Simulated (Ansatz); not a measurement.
input.yaml

```yaml
crystal:
  lattice:
    - [0.0, 3.19375, 3.19375]
    - [3.19375, 0.0, 3.19375]
    - [3.19375, 3.19375, 0.0]
  atoms:
    - { symbol: Ba, position: [0.0, 0.0, 0.0] }
    - { symbol: S, position: [0.5587084149, 0.4412915851, 0.5587084149] }
basis:
  ecutwfc: 420
kpoints:
  mp_grid: { grid: [8, 8, 8] }
hamiltonian:
  xc: pbe
scf:
  occupations: { method: gaussian, width: 0.02 }
output:
  forces: true
  stress: true
  eigenvalues: true
```

Launched with
```bash
ansatz run input.yaml --threads 1 --pin off --max-ram 1331MiB --backend cpu --events-out ev --progress --plain --runs-dir out
```

Level of theory: DFT PBE, scalar-relativistic, plane waves, PAW in Ansatz.

Abridged output (iterations and final results):

```
SCF iter   1: F=—  HF=-6855.685951 eV  |F-HF|=—  |Δ(HF+E_count)|=         —  Δρ=7.69e-4  dr2=7.86e-4  ethr=1.77e-3  ⟨swp⟩=10.3  Hψ=6196  notcnv=0
SCF iter   2: F=—  HF=-6855.685590 eV  |F-HF|=—  |Δ(HF+E_count)|=   3.61e-4  Δρ=2.81e-4  dr2=3.68e-5  ethr=4.91e-6  ⟨swp⟩=2.1  Hψ=1816  notcnv=0
SCF iter   3: F=—  HF=-6855.685613 eV  |F-HF|=—  |Δ(HF+E_count)|=   2.37e-5  Δρ=1.32e-4  dr2=9.06e-6  ethr=2.30e-7  ⟨swp⟩=2.9  Hψ=1169  notcnv=0
SCF iter   4: F=—  HF=-6855.685627 eV  |F-HF|=—  |Δ(HF+E_count)|=   1.34e-5  Δρ=5.82e-5  dr2=1.72e-6  ethr=5.66e-8  ⟨swp⟩=2.0  Hψ=885  notcnv=0
SCF iter   5: F=—  HF=-6855.685629 eV  |F-HF|=—  |Δ(HF+E_count)|=   2.60e-6  Δρ=1.62e-5  dr2=1.46e-7  ethr=1.08e-8  ⟨swp⟩=2.7  Hψ=1154  notcnv=0
SCF iter   6: F=-6855.685629 eV  HF=-6855.685629 eV  |F-HF|=6.14e-10  |Δ(HF+E_count)|=   1.61e-7  Δρ=2.23e-6  dr2=5.00e-9  ethr=6.25e-10  ⟨swp⟩=5.7  Hψ=3673  notcnv=0
SCF 1 converged in 6 iterations: F = -6855.685629 eV  dr2 = 5.00e-9
SCF converged after 6 iterations
Free energy (F): -6855.685629 eV
Harris-Foulkes:  -6855.685629 eV  (|F-HF|=6.14e-10)
Internal energy: -6855.685629 eV  (E = F + TS)
E sigma→0 (E₀):  -6855.685629 eV
Fermi energy:    6.851856 eV
--- Per-component energies (eV) ---
  E_band       = -50.942607
  E_kinetic    = 277.476384
  E_local      = -410.772242  (includes V_loc(G=0)·N_el)
  E_nonlocal   = 85.425228
  E_hartree    = 131.542901
  E_xc         = -266.991426
  E_vxc        = -225.374796  (∫ρ·V_xc dr)
  E_paw        = -5826.207041  (= ΣΔE_a)
  E_vpaw       = -40.783565  (= ΣTr[D̂ρ^β])
  E_aug_tail   =  0.000000  (compensation charges beyond the density's cutoff)
  E_ewald      = -846.159433
  E_smearing   =  0.000000  (= −TS)
--- Forces (eV/Å), atoms counted from 1 ---
  atom   1  Ba     0.00000000     1.14626428     0.00000000
  atom   2  S      0.00000000    -1.14625310     0.00000000
--- Stress (GPa, compression-positive) ---
        0.350175       0.000000       0.000000
        0.000000       6.637618       0.000000
        0.000000       0.000000       0.350175
  P = ⅓ Tr σ = 2.4460 GPa (24.460 kbar)
--- Band table (eV; the first three rows and the last of 59) ---
  k-point 0: bands = ["-20.0984", "-5.4661", "-5.1593", "-5.1593", "-4.2951", "5.5550", "5.5550", "5.6208", "9.4135", "9.8318", "10.0462", "10.0462"]
  k-point 1: bands = ["-20.0916", "-5.6737", "-5.2094", "-5.1663", "-4.0353", "5.1793", "5.4193", "5.5504", "9.6649", "9.9362", "10.0871", "10.2421"]
  k-point 2: bands = ["-20.0751", "-6.0580", "-5.2405", "-5.1830", "-3.6146", "4.5832", "5.1245", "5.2499", "9.7857", "10.5315", "10.5497", "11.2460"]
  k-point 58: bands = ["-20.0362", "-6.0876", "-5.3640", "-5.3640", "-4.0483", "5.4890", "5.6600", "5.6600", "8.0107", "11.6699", "11.9342", "12.3073"]
```

The run converged.